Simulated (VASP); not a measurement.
Input of a VASP 6.6.1 run:

INCAR

```
  PREC = Accurate
  ENCUT = 520
  EDIFF = 1E-6
  ISMEAR = 0
  SIGMA = 0.1
  LREAL = F
  LASPH = T
  NELM = 100
  ALGO = Normal
  ISIF = 2
  LWAVE = F
  LCHARG = F
  GGA = PE
  IVDW = 12
  NBANDS = 15
```

KPOINTS

```
Automatic mesh
0
Gamma
  15 15 12
```

File POSCAR:

```
HfB2
1.0
    3.1217726805      0.0000000000      0.0000000000
   -1.5608863402      2.7035344462      0.0000000000
    0.0000000000      0.0000000000      3.4563036608
Hf B
1 2
Direct
    0.0000000000      0.0000000000      0.0000000000
    0.3333333333      0.6666666667      0.5000000000
    0.6666666667      0.3333333333      0.5000000000
```

Potentials or basis: VASP PAW PBE potentials, release 64 (Hf_pv, B).

Run with:

```sh
$ cat potpaw_PBE.64/Hf_pv/POTCAR potpaw_PBE.64/B/POTCAR > POTCAR
$ mpirun -np 1 vasp_std > vasp.out
```

(1) Estimate the dispersion energy per atom.

(2) Estimate the pressure.

Answers

(1) -0.369 eV.

(2) -0.3 GPa.

Caveat: pairwise dispersion overbinds metals, which lowers pressure and volume.
